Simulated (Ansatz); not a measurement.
A (001) slab of Ge (P6_3/mmc (No. 194)), 8 planes, outer planes Ge (top) and Ge (bottom), with 8 atoms (Ge8) in a surface cell of A = 13.835 Å², as cut from the bulk:

```
Ge
1.0
     3.99697    0.00000    0.00000
    -1.99848    3.46148    0.00000
     0.00000    0.00000   25.72453
Ge
8
Direct
  0.33333 0.66667 0.29155
  0.66667 0.33333 0.32381
  0.66667 0.33333 0.41976
  0.33333 0.66667 0.45203
  0.33333 0.66667 0.54797
  0.66667 0.33333 0.58024
  0.66667 0.33333 0.67619
  0.33333 0.66667 0.70845
```

The calculation used DFT PBEsol, scalar-relativistic, plane waves, PAW (Ansatz 0.2.0). Plane waves to 420 eV, a k mesh through Γ of 9×9×1 on the computed 8-atom cell and Gaussian smearing (0.10 eV); no spin polarisation. The cell repeats along c with a dipole correction in the vacuum.

Against the same 8 atoms in the bulk, the slab as cut lies 2.159 eV higher and the relaxed slab 2.149 eV higher.

Q: Work out the surface energy before and after relaxation.

A: The slab has two faces, so γ = (E_slab − N·E_bulk)/(2A), the mean of both. As cut: 2.159/(2 × 13.835) = 0.0780 eV/Å², and 1 eV/Å² = 16.02 J/m², so γ = 1.25 J/m². Relaxed: 2.149/(2 × 13.835) = 0.0777 eV/Å² = 1.24 J/m². Relaxation recovers 0.5 % of the cost of cutting.

Q: What is the ideal work of this cut, per area?

A: Griffith's ideal work is 2γ: 2.50 J/m² if the new faces stay rigid, 2.49 J/m² if they relax. Other cuts parallel to this plane can cost less. One thickness was run, 8 planes, so γ can still shift with it.

The reference crystal is a form of Ge, which isn't its usual structure.